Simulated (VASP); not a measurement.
# W7S16 (a cell with a defect): single point with PBEsol

The system is W7S16 (a cell with a defect).

```
CELL_PARAMETERS angstrom
6.30640 0.00000 0.00000
-3.15320 5.46150 0.00000
0.00000 0.00000 12.32300
ATOMIC_POSITIONS crystal
W 0.16667 0.83333 0.25000
W 0.66667 0.33333 0.25000
W 0.66667 0.83333 0.25000
W 0.33333 0.16667 0.75000
W 0.33333 0.66667 0.75000
W 0.83333 0.16667 0.75000
W 0.83333 0.66667 0.75000
S 0.16667 0.33333 0.62250
S 0.16667 0.83333 0.62250
S 0.66667 0.33333 0.62250
S 0.66667 0.83333 0.62250
S 0.33333 0.16667 0.12250
S 0.33333 0.66667 0.12250
S 0.83333 0.16667 0.12250
S 0.83333 0.66667 0.12250
S 0.16667 0.33333 0.87750
S 0.16667 0.83333 0.87750
S 0.66667 0.33333 0.87750
S 0.66667 0.83333 0.87750
S 0.33333 0.16667 0.37750
S 0.33333 0.66667 0.37750
S 0.83333 0.16667 0.37750
S 0.83333 0.66667 0.37750
```

```
Program                : VASP 6.6.1
Task                   : single point
Functional             : PBEsol
Potentials or basis    : VASP PAW PBE potentials, release 64 (W_sv, S)
Cutoff                 : 350 eV
k mesh                 : 3 × 3 × 2
Occupations            : gaussian, width 0.03 eV
Spin                   : collinear spin, ferromagnetic start
Starting moments       : [0.0, 0.0, 0.0, 0.0, 0.0, 0.0, 0.0, 0.0, 0.0, 0.0, 0.0, 0.5, 0.5, 0.5, 0.0, 0.0, 0.0, 0.0, 0.0, 0.5, 0.5, 0.5, 0.0] μB
Dq                     : -1
Further INCAR settings : LREAL = Auto; ALGO = All; EDIFF = 1e-05; NBANDS = 118; ISYM = 0; NELECT = 195.0
```

```json
{
 "Largest force": "0.904 eV/Å",
 "Band gap on the k mesh": "none (metal or under the smearing width)",
 "Net moment": "0.78 μB per cell",
 "Site moments": "W -0.00, +0.00; S +0.00, -0.00, +0.09 μB",
 "Valence electrons inside the program's atomic spheres": "W 12.03, 12.10; S 3.70, 3.66"
}
```

Forces on the atoms (eV/Å):
```
W    0.783  0.452 -0.007
W    0.000 -0.904 -0.007
W   -0.783  0.452 -0.007
W   -0.035  0.020  0.005
W    0.000 -0.040  0.005
W    0.035  0.020  0.005
W    0.000  0.000  0.005
S    0.000  0.000  0.073
S    0.015  0.009  0.037
S    0.000 -0.017  0.037
S   -0.015  0.009  0.037
S   -0.056  0.032  0.527
S    0.000 -0.065  0.527
S    0.056  0.032  0.527
S    0.000  0.000  0.365
S    0.000  0.000 -0.068
S    0.015  0.009 -0.033
S    0.000 -0.017 -0.033
S   -0.015  0.009 -0.033
S   -0.056  0.033 -0.531
S    0.000 -0.065 -0.531
S    0.056  0.033 -0.531
S    0.000  0.000 -0.369
```

Levels at points of the mesh, in eV from the Fermi level:
Spin up:
```
           k point  band 94  band 95  band 96  band 97  band 98  band 99  band 100  band 101  band 102  band 103
(0.00, 0.00, 0.00)    -1.13    -0.84    -0.59    -0.59     0.22     0.22      0.89      1.66      1.66      1.68
(0.00, 0.00, 0.50)    -1.05    -0.75    -0.59    -0.59     0.23     0.23      0.93      1.65      1.65      1.68
```
Spin down:
```
           k point  band 93  band 94  band 95  band 96  band 97  band 98  band 99  band 100  band 101  band 102
(0.00, 0.00, 0.00)    -1.00    -1.00    -0.83    -0.54    -0.54     0.44     0.44      0.95      1.66      1.66
(0.00, 0.00, 0.50)    -1.01    -1.01    -0.72    -0.54    -0.54     0.45     0.45      1.00      1.65      1.65
```

Run time: 5.4 min on 4 MPI ranks on Intel(R) Xeon(R) 6975P-C (Granite Rapids) (shared host), peak memory 1.1 GiB a rank.

Caveat: the k mesh is coarse (spacing up to 0.38 Å⁻¹), so the values aren't converged; the cell is charged against a uniform background, so pressure and absolute levels hang on convention; the PAW data sets were made with another functional, which shifts forces and pressure a little. The run has no spin-orbit coupling, so splittings on W are missing.
